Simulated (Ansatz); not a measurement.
# Pressure against volume: CsBr

```
Cs Br
1.0
     4.32562    0.00000    0.00000
     0.00000    4.32562    0.00000
     0.00000    0.00000    4.32562
Cs Br
1 1
Direct
  0.00000 0.00000 0.00000
  0.50000 0.50000 0.50000
```

Structure from Materials Project entry mp-22906 (possibly hypothetical), not relaxed further.

Spin–orbit coupling is left out, though it moves levels of the heavy atoms by tenths of an eV or more.

Methods: DFT, PBE, all-electron LAPW, scalar-relativistic (Ansatz 0.2.0); DFT, PBE, PAW with Ansatz's default frozen-core files, scalar-relativistic (Ansatz 0.2.0).

For LAPW: a Γ-centred 6×6×6 k mesh, Fermi–Dirac smearing of 0.02 eV, basis error target 0.25 meV/atom, no spin polarisation. PAW takes a cutoff of 420 eV at this cell. The Ansatz runs share mesh, smearing and spin set-up. Plane-wave (PAW) pressures include the program's estimate of the Pulay term.

The cell above is scaled evenly, with fractional coordinates and shape held.

```
V/V(cell)  V (Å³/atom)  P, LAPW (GPa)  P, PAW (GPa)  gap on the k mesh, LAPW (eV)  free energy over the lowest listed, PAW (meV/atom)
   0.9405       38.061           1.69          1.69                          4.66                                                19.7
   0.9700       39.254              ?             ?                             ?                                                   ?
   1.0000       40.468           0.60          0.60                          4.42                                                 3.0
   1.0300       41.682           0.19          0.19                          4.31                                                 0.0
   1.0600       42.896          -0.17         -0.17                          4.20                                                 0.0
```

(1) Fill in the row V/V(cell) = 0.9700.

(2) What do Birch–Murnaghan fits to the pressures give?

## Answers

(1) P, LAPW (GPa) = 1.10, P, PAW (GPa) = 1.10, gap on the k mesh, LAPW (eV) = 4.54, free energy over the lowest listed, PAW (meV/atom) = 9.4.

(2) LAPW: V0 = 42.30 Å³/atom, B0 = 12 GPa, B0′ = 5.1; PAW: V0 = 42.30 Å³/atom, B0 = 12 GPa, B0′ = 5.1.
